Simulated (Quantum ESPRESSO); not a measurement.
# GaSb (F-43m) in Quantum ESPRESSO: reference runs

Aim: a first look at GaSb with PBEsol, on the cell as given, and energy against volume gives the equilibrium volume and stiffness.

All numbers are computed with Quantum ESPRESSO 7.5; they aren't measurements. Logs are shortened: lines on timing, memory, paths and dates and some standing lists are left out, and cuts for length are marked.

**What was measured.**

From a printed reference work, data compilation, for a bulk crystal of GaSb at 4.2 K: band gap 0.811 eV (direct).

The results are compared with them further down.

### Step 1. The crystal as given

Symmetry: F-43m, No. 216, cubic system. The conventional cell has a = 6.118 Å, b = 6.118 Å, c = 6.118 Å, α = 90.00°, β = 90.00°, γ = 90.00°. Sb (site symmetry -43m) is surrounded by 4 Ga at 2.65 Å. Ga (site symmetry -43m) has 4 Sb at 2.65 Å as nearest neighbours.

### Step 2. Single point, PBEsol

pw.in

```
&CONTROL
  calculation = 'scf'
  prefix = 'pwscf'
  outdir = './tmp'
  pseudo_dir = './pseudo'
  tprnfor = .true.
  tstress = .true.
  disk_io = 'low'
/
&SYSTEM
  ibrav = 0
  nat = 2
  ntyp = 2
  ecutwfc = 56
  ecutrho = 448
  nbnd = 25
  occupations = 'smearing'
  smearing = 'fd'
  degauss = 0.00367493
/
&ELECTRONS
  conv_thr = 4d-10
  electron_maxstep = 120
  mixing_beta = 0.5
/
ATOMIC_SPECIES
Sb   121.7600 sb_pbesol_v1.4.uspp.F.UPF
Ga    69.7230 ga_pbesol_v1.4.uspp.F.UPF
CELL_PARAMETERS angstrom
   0.0000000000    3.0590000000    3.0590000000
   3.0590000000    0.0000000000    3.0590000000
   3.0590000000    3.0590000000    0.0000000000
ATOMIC_POSITIONS crystal
Sb     0.7500000000    0.7500000000    0.7500000000
Ga     0.0000000000    0.0000000000    0.0000000000
K_POINTS automatic
8 8 8 0 0 0
```

pp_density.in

```
&INPUTPP
  prefix = 'pwscf'
  outdir = './tmp'
  filplot = 'density.dat'
  plot_num = 0
/
&PLOT
  nfile = 1
  filepp(1) = 'density.dat'
  iflag = 3
  output_format = 6
  fileout = 'density.cube'
/
```

pp_potential.in

```
&INPUTPP
  prefix = 'pwscf'
  outdir = './tmp'
  filplot = 'potential.dat'
  plot_num = 11
/
&PLOT
  nfile = 1
  filepp(1) = 'potential.dat'
  iflag = 3
  output_format = 6
  fileout = 'potential.cube'
/
```

Potentials or basis: GBRV 1.5 PBEsol.

Run with:

```console
$ OMP_NUM_THREADS=1 mpirun -n 2 pw.x -nk 2 -in pw.in > pw.out
$ OMP_NUM_THREADS=1 mpirun -n 1 pp.x -in pp_density.in > pp_density.out
$ OMP_NUM_THREADS=1 mpirun -n 1 pp.x -in pp_potential.in > pp_potential.out
```

pw.out:

```text
This program is part of the open-source Quantum ESPRESSO suite
     for quantum simulation of materials; please cite
[... 13 lines left out ...]
     --------------------
     sticks:   dense  smooth     PW     G-vecs:    dense   smooth      PW
     Sum        2065    1039    313                62079    22075    3527

     Using Slab Decomposition

     bravais-lattice index     =            0
     lattice parameter (alat)  =       8.1751  a.u.
     unit-cell volume          =     386.3359 (a.u.)^3
     number of atoms/cell      =            2
     number of atomic types    =            2
     number of electrons       =        34.00
     number of Kohn-Sham states=           25
     kinetic-energy cutoff     =      56.0000  Ry
     charge density cutoff     =     448.0000  Ry
     scf convergence threshold =      4.0E-10
     mixing beta               =       0.5000
     number of iterations used =            8  plain     mixing
     Exchange-correlation= SLA  PW   PSX  PSC
                           (   1   4  10   8   0   0   0)

     celldm(1)=   8.175105  celldm(2)=   0.000000  celldm(3)=   0.000000
     celldm(4)=   0.000000  celldm(5)=   0.000000  celldm(6)=   0.000000

     crystal axes: (cart. coord. in units of alat)
               a(1) = (   0.000000   0.707107   0.707107 )
               a(2) = (   0.707107   0.000000   0.707107 )
               a(3) = (   0.707107   0.707107   0.000000 )

     reciprocal axes: (cart. coord. in units 2 pi/alat)
               b(1) = ( -0.707107  0.707107  0.707107 )
               b(2) = (  0.707107 -0.707107  0.707107 )
               b(3) = (  0.707107  0.707107 -0.707107 )

     PseudoPot. # 1 for Sb read from file:
     sb_pbesol_v1.4.uspp.F.UPF
     Pseudo is Ultrasoft + core correction, Zval = 15.0
     Generated by new atomic code, or converted to UPF format
     Using radial grid of  891 points,  6 beta functions with:
                l(1) =   0
                l(2) =   0
                l(3) =   1
                l(4) =   1
                l(5) =   2
                l(6) =   2
     Q(r) pseudized with  8 coefficients,  rinner =    1.350   1.350   1.350
                                                       1.350   1.350

     PseudoPot. # 2 for Ga read from file:
     ga_pbesol_v1.4.uspp.F.UPF
     Pseudo is Ultrasoft + core correction, Zval = 19.0
     Generated by new atomic code, or converted to UPF format
     Using radial grid of  871 points,  6 beta functions with:
                l(1) =   0
                l(2) =   0
                l(3) =   1
                l(4) =   1
                l(5) =   2
                l(6) =   2
     Q(r) pseudized with  8 coefficients,  rinner =    1.250   1.250   1.250
                                                       1.250   1.250

     atomic species   valence    mass     pseudopotential
     Sb               15.00   121.76000     Sb( 1.00)
     Ga               19.00    69.72300     Ga( 1.00)

     24 Sym. Ops. (no inversion) found

   Cartesian axes

     site n.     atom                  positions (alat units)
         1        Sb     tau(   1) = (   1.0606602   1.0606602   1.0606602  )
         2        Ga     tau(   2) = (   0.0000000   0.0000000   0.0000000  )

     number of k points=    29  Fermi-Dirac smearing, width (Ry)=  0.0037
                       cart. coord. in units 2pi/alat
        k(    1) = (   0.0000000   0.0000000   0.0000000), wk =   0.0039062
        k(    2) = (   0.0883883   0.0883883  -0.0883883), wk =   0.0312500
        k(    3) = (   0.1767767   0.1767767  -0.1767767), wk =   0.0312500
        k(    4) = (   0.2651650   0.2651650  -0.2651650), wk =   0.0312500
        k(    5) = (  -0.3535534  -0.3535534   0.3535534), wk =   0.0156250
        k(    6) = (   0.1767767   0.0000000   0.0000000), wk =   0.0234375
[... 21 lines left out ...]
        k(   28) = (  -0.7071068   0.1767767  -0.0000000), wk =   0.0468750
        k(   29) = (  -0.7071068   0.3535534   0.0000000), wk =   0.0234375

     Dense  grid:    62079 G-vectors     FFT dimensions: (  60,  60,  60)

     Smooth grid:    22075 G-vectors     FFT dimensions: (  40,  40,  40)

     Initial potential from superposition of free atoms

     starting charge      32.0000, renormalised to      34.0000
     Starting wfcs are   21 randomized atomic wfcs +    4 random wfcs

     Self-consistent Calculation

     iteration #  1     ecut=    56.00 Ry     beta= 0.50
     Davidson diagonalization with overlap
     ethr =  1.00E-02,  avg # of iterations =  6.0

     total energy              =    -578.87711888 Ry
     estimated scf accuracy    <      34.49124026 Ry

     iteration #  2     ecut=    56.00 Ry     beta= 0.50
     Davidson diagonalization with overlap
     ethr =  1.00E-02,  avg # of iterations =  3.0
[... 64 lines left out ...]
     total energy              =    -599.61332929 Ry
     estimated scf accuracy    <       0.00000001 Ry

     iteration # 12     ecut=    56.00 Ry     beta= 0.50
     Davidson diagonalization with overlap
     ethr =  4.29E-11,  avg # of iterations =  2.3

     End of self-consistent calculation

          k = 0.0000 0.0000 0.0000 (  2733 PWs)   bands (ev):

   -86.2725 -86.2725 -86.2725 -20.6087 -20.6087 -20.6087 -20.5892 -20.5892
    -6.8384  -6.8384  -6.8384  -6.7878  -6.7878  -3.3935   8.0949   8.1126
     8.1126   8.1126  10.8926  10.8926  10.8926  13.7740  16.8721  16.8721
    17.5792

          k = 0.0884 0.0884-0.0884 (  2725 PWs)   bands (ev):

   -86.2725 -86.2725 -86.2725 -20.6086 -20.6083 -20.6083 -20.5891 -20.5891
    -6.8429  -6.8365  -6.8365  -6.7881  -6.7881  -3.2330   6.0844   7.8597
     7.8597   9.1125  11.2396  11.2396  11.5103  14.6343  15.9787  15.9787
    17.0106
[... 120 lines left out ...]
          k = 0.0000-0.5303 0.5303 (  2726 PWs)   bands (ev):

   -86.2725 -86.2725 -86.2725 -20.6097 -20.6043 -20.6036 -20.5899 -20.5870
    -6.8800  -6.8180  -6.8156  -6.7955  -6.7872  -1.0074   1.4804   4.4802
     5.9190   9.4620  11.9501  14.7005  14.9450  15.6180  17.0383  20.2813
    20.9831

          k =-0.7071 0.0000 0.0000 (  2762 PWs)   bands (ev):

   -86.2725 -86.2725 -86.2725 -20.6119 -20.6028 -20.6028 -20.5909 -20.5861
    -6.8858  -6.8119  -6.8119  -6.8009  -6.7849  -0.9430   1.2995   5.5351
     5.5351   8.9683   9.2860  16.8289  16.8289  18.1141  18.9091  19.6761
    19.6761

          k = 0.3536 0.1768 0.0000 (  2742 PWs)   bands (ev):

   -86.2725 -86.2725 -86.2725 -20.6093 -20.6061 -20.6058 -20.5896 -20.5879
    -6.8638  -6.8270  -6.8254  -6.7921  -6.7870  -2.3784   3.5033   5.7664
     6.8029  10.3041  10.9766  12.5519  13.3684  15.4692  17.1183  17.4741
    19.1408
[... 29 lines left out ...]
          k = 0.0000-0.3536 0.5303 (  2733 PWs)   bands (ev):

   -86.2725 -86.2725 -86.2725 -20.6080 -20.6064 -20.6037 -20.5893 -20.5877
    -6.8759  -6.8215  -6.8179  -6.7925  -6.7887  -1.2495   1.7892   4.5171
     5.8691  10.6865  12.4355  12.7130  14.3997  15.6976  16.9197  19.9535
    20.0427

          k =-0.7071 0.1768-0.0000 (  2730 PWs)   bands (ev):

   -86.2725 -86.2725 -86.2725 -20.6106 -20.6040 -20.6028 -20.5904 -20.5866
    -6.8828  -6.8155  -6.8135  -6.7977  -6.7863  -0.9210   1.3644   5.0967
     5.2210   9.9988  10.2497  15.0610  15.1190  17.9959  18.3678  19.4991
    19.7250

          k =-0.7071 0.3536 0.0000 (  2740 PWs)   bands (ev):

   -86.2725 -86.2725 -86.2725 -20.6082 -20.6065 -20.6028 -20.5897 -20.5873
    -6.8794  -6.8196  -6.8147  -6.7939  -6.7886  -0.8986   1.4356   4.7450
     4.9666  11.7802  12.3685  12.5035  12.8346  18.0333  18.3352  19.5359
    19.7810

     the Fermi energy is     8.1657 ev

!    total energy              =    -599.61332929 Ry
     estimated scf accuracy    <          1.7E-10 Ry
     smearing contrib. (-TS)   =      -0.00003776 Ry
     internal energy E=F+TS    =    -599.61329154 Ry

     The total energy is F=E-TS. E is the sum of the following terms:
     one-electron contribution =    -498.13746701 Ry
     hartree contribution      =     262.01743926 Ry
     xc contribution           =     -91.56704472 Ry
     ewald contribution        =    -271.92621907 Ry

     convergence has been achieved in  12 iterations

     Forces acting on atoms (cartesian axes, Ry/au):

     atom    1 type  1   force =     0.00000000    0.00000000    0.00000000
     atom    2 type  2   force =     0.00000000    0.00000000   -0.00000000

     Total force =     0.000000     Total SCF correction =     0.000000

     Computing stress (Cartesian axis) and pressure

          total   stress  (Ry/bohr**3)                   (kbar)     P=       -1.38
  -0.00000938  -0.00000000  -0.00000000           -1.38       -0.00       -0.00
  -0.00000000  -0.00000938  -0.00000000           -0.00       -1.38       -0.00
  -0.00000000  -0.00000000  -0.00000938           -0.00       -0.00       -1.38

=------------------------------------------------------------------------------=
   JOB DONE.
=------------------------------------------------------------------------------=
```

pp_density.out:

```text
This program is part of the open-source Quantum ESPRESSO suite
     for quantum simulation of materials; please cite
         "P. Giannozzi et al., J. Phys.:Condens. Matter 21 395502 (2009);
         "P. Giannozzi et al., J. Phys.:Condens. Matter 29 465901 (2017);
         "P. Giannozzi et al., J. Chem. Phys. 152 154105 (2020);
     in publications or presentations arising from this work. More details at

     IMPORTANT: XC functional enforced from input :
     Exchange-correlation= PBESOL
                           (   1   4  10   8   0   0   0)
     Any further DFT definition will be discarded
     Please, verify this is what you really want

     G-vector sticks info
     --------------------
     sticks:   dense  smooth     PW     G-vecs:    dense   smooth      PW
     Sum        2065    1039    313                62079    22075    3527

     Using Slab Decomposition

     Calling punch_plot, plot_num =   0
     Writing data to file  density.dat
     Reading data from file  density.dat

     Writing data to be plotted to file density.cube
     Plot Type: 3D                     Output format: Gaussian cube

=------------------------------------------------------------------------------=
   JOB DONE.
=------------------------------------------------------------------------------=
```

Wall time 31 s (2 MPI ranks of Arm Neoverse V2, shared host); peak memory 0.36 GiB.

What came out:

* Free energy: -8158.1550 eV
* Pressure: -0.1 GPa
* Band gap on the k mesh: none (metal or under the smearing width)

Caveat: this crystal is a semiconductor, whose small gap the functional closes, so the metal is an error of the method. The run has no spin-orbit coupling, so splittings on Sb are missing.

### Step 3. Single point, PBEsol, 26.91 Å³/atom

Edit pw.in of step 2 so:

```diff
@@ -5,5 +5,4 @@
   pseudo_dir = './pseudo'
-  tprnfor = .true.
   tstress = .true.
-  disk_io = 'low'
+  disk_io = 'nowf'
 /
@@ -29,5 +28,5 @@
 CELL_PARAMETERS angstrom
-   0.0000000000    3.0590000000    3.0590000000
-   3.0590000000    0.0000000000    3.0590000000
-   3.0590000000    3.0590000000    0.0000000000
+   0.0000000000    2.9965539066    2.9965539066
+   2.9965539066    0.0000000000    2.9965539066
+   2.9965539066    2.9965539066    0.0000000000
 ATOMIC_POSITIONS crystal
```

Potentials or basis: GBRV 1.5 PBEsol.

Run with:

```console
$ OMP_NUM_THREADS=1 mpirun -n 2 pw.x -nk 2 -in pw.in > pw.out
```

It took 26 s on 2 MPI ranks of Arm Neoverse V2, shared host; peak memory 0.34 GiB.

Results (log left out):

```yaml
Free_energy: -8158.1210 eV
Pressure: 3.5 GPa
Band_gap_on_the_k_mesh: 0.43 eV, direct
```

Caveat: spin-orbit coupling is left out, which moves the levels of the heavy elements.

### Step 4. Single point, PBEsol, 27.48 Å³/atom

Edit pw.in of step 3 so:

```diff
@@ -28,5 +28,5 @@
 CELL_PARAMETERS angstrom
-   0.0000000000    2.9965539066    2.9965539066
-   2.9965539066    0.0000000000    2.9965539066
-   2.9965539066    2.9965539066    0.0000000000
+   0.0000000000    3.0176570942    3.0176570942
+   3.0176570942    0.0000000000    3.0176570942
+   3.0176570942    3.0176570942    0.0000000000
 ATOMIC_POSITIONS crystal
```

Run with:

```console
$ OMP_NUM_THREADS=1 mpirun -n 2 pw.x -nk 2 -in pw.in > pw.out
```

It took 26 s on 2 MPI ranks of Arm Neoverse V2, shared host; peak memory 0.36 GiB.

The run converged. Its results:

- Free energy: -8158.1411 eV
- Pressure: 2.1 GPa
- Band gap on the k mesh: 0.28 eV, direct

Caveat: spin-orbit coupling is left out, which moves the levels of the heavy elements.

### Step 5. Single point, PBEsol, 28.05 Å³/atom

Edit pw.in of step 4 so:

```diff
@@ -28,5 +28,5 @@
 CELL_PARAMETERS angstrom
-   0.0000000000    3.0176570942    3.0176570942
-   3.0176570942    0.0000000000    3.0176570942
-   3.0176570942    3.0176570942    0.0000000000
+   0.0000000000    3.0384691801    3.0384691801
+   3.0384691801    0.0000000000    3.0384691801
+   3.0384691801    3.0384691801    0.0000000000
 ATOMIC_POSITIONS crystal
```

Run with:

```console
$ OMP_NUM_THREADS=1 mpirun -n 2 pw.x -nk 2 -in pw.in > pw.out
```

Wall time 28 s (2 MPI ranks of Arm Neoverse V2, shared host); peak memory 0.36 GiB.

The run converged. Its results:

```yaml
Free_energy: -8158.1520 eV
Pressure: 0.9 GPa
Band_gap_on_the_k_mesh: 0.13 eV, direct
```

Caveat: spin-orbit coupling is left out, which moves the levels of the heavy elements.

### Step 6. Single point, PBEsol, 28.62 Å³/atom

Edit pw.in of step 5 so:

```diff
@@ -28,5 +28,5 @@
 CELL_PARAMETERS angstrom
-   0.0000000000    3.0384691801    3.0384691801
-   3.0384691801    0.0000000000    3.0384691801
-   3.0384691801    3.0384691801    0.0000000000
+   0.0000000000    3.0590000000    3.0590000000
+   3.0590000000    0.0000000000    3.0590000000
+   3.0590000000    3.0590000000    0.0000000000
 ATOMIC_POSITIONS crystal
```

Potentials or basis: GBRV 1.5 PBEsol.

Run with:

```console
$ OMP_NUM_THREADS=1 mpirun -n 2 pw.x -nk 2 -in pw.in > pw.out
```

Wall time 27 s (2 MPI ranks of Arm Neoverse V2, shared host); peak memory 0.36 GiB.

The run converged. Its results:

```
Free energy            : -8158.1550 eV
Pressure               : -0.1 GPa
Band gap on the k mesh : none (metal or under the smearing width)
```

### Step 7. Single point, PBEsol, 29.20 Å³/atom

Edit pw.in of step 6 so:

```diff
@@ -28,5 +28,5 @@
 CELL_PARAMETERS angstrom
-   0.0000000000    3.0590000000    3.0590000000
-   3.0590000000    0.0000000000    3.0590000000
-   3.0590000000    3.0590000000    0.0000000000
+   0.0000000000    3.0792588685    3.0792588685
+   3.0792588685    0.0000000000    3.0792588685
+   3.0792588685    3.0792588685    0.0000000000
 ATOMIC_POSITIONS crystal
```

Run with:

```console
$ OMP_NUM_THREADS=1 mpirun -n 2 pw.x -nk 2 -in pw.in > pw.out
```

It took 31 s on 2 MPI ranks of Arm Neoverse V2, shared host; peak memory 0.36 GiB.

Results (log left out):

```yaml
Free_energy: -8158.1507 eV
Pressure: -1.1 GPa
Band_gap_on_the_k_mesh: none (metal or under the smearing width)
```

### Step 8. Single point, PBEsol, 29.77 Å³/atom

Edit pw.in of step 7 so:

```diff
@@ -28,5 +28,5 @@
 CELL_PARAMETERS angstrom
-   0.0000000000    3.0792588685    3.0792588685
-   3.0792588685    0.0000000000    3.0792588685
-   3.0792588685    3.0792588685    0.0000000000
+   0.0000000000    3.0992546163    3.0992546163
+   3.0992546163    0.0000000000    3.0992546163
+   3.0992546163    3.0992546163    0.0000000000
 ATOMIC_POSITIONS crystal
```

Run with:

```console
$ OMP_NUM_THREADS=1 mpirun -n 2 pw.x -nk 2 -in pw.in > pw.out
```

Run time: 31 s. Hardware: 2 MPI ranks of Arm Neoverse V2, shared host; peak memory 0.38 GiB.

Results (log left out):

```
Free energy            : -8158.1399 eV
Pressure               : -1.9 GPa
Band gap on the k mesh : none (metal or under the smearing width)
```

### Step 9. Single point, PBEsol, 30.34 Å³/atom

Edit pw.in of step 8 so:

```diff
@@ -28,5 +28,5 @@
 CELL_PARAMETERS angstrom
-   0.0000000000    3.0992546163    3.0992546163
-   3.0992546163    0.0000000000    3.0992546163
-   3.0992546163    3.0992546163    0.0000000000
+   0.0000000000    3.1189956238    3.1189956238
+   3.1189956238    0.0000000000    3.1189956238
+   3.1189956238    3.1189956238    0.0000000000
 ATOMIC_POSITIONS crystal
```

Potentials or basis: GBRV 1.5 PBEsol.

Run with:

```console
$ OMP_NUM_THREADS=1 mpirun -n 2 pw.x -nk 2 -in pw.in > pw.out
```

Wall time 32 s (2 MPI ranks of Arm Neoverse V2, shared host); peak memory 0.38 GiB.

Results (log left out):

```yaml
Free_energy: -8158.1233 eV
Pressure: -2.7 GPa
Band_gap_on_the_k_mesh: none (metal or under the smearing width)
```

### Step 10. Equation of state, PBEsol

This step only gathers the single runs of the series.

What came out:

```yaml
Equilibrium_volume: 28.56 Å³/atom
Bulk_modulus: 51 GPa
Pressure_derivative_of_the_bulk_modulus: 4.6
```

Energy against volume, from the lowest point:
| volume (Å³/atom) | energy (meV/atom) |
| --- | --- |
| 26.907 | 16.96 |
| 27.480 | 6.92 |
| 28.052 | 1.45 |
| 28.625 | 0.00 |
| 29.197 | 2.13 |
| 29.770 | 7.51 |
| 30.342 | 15.80 |

Spin-orbit coupling is left out, which matters for the levels of Sb.

### Step 11. How close it comes

Step 2. Measured gap of GaSb: 0.811 eV (direct; 4.2 K; a printed reference work, data compilation). This calculation gives 0.00 eV (-0.81 eV). Spin-orbit coupling on Ga, Sb is left out. The value is that of PBEsol on a finite k mesh, which can miss the band edges, without temperature or zero-point motion. Semilocal functionals fall short of measured gaps as a rule.
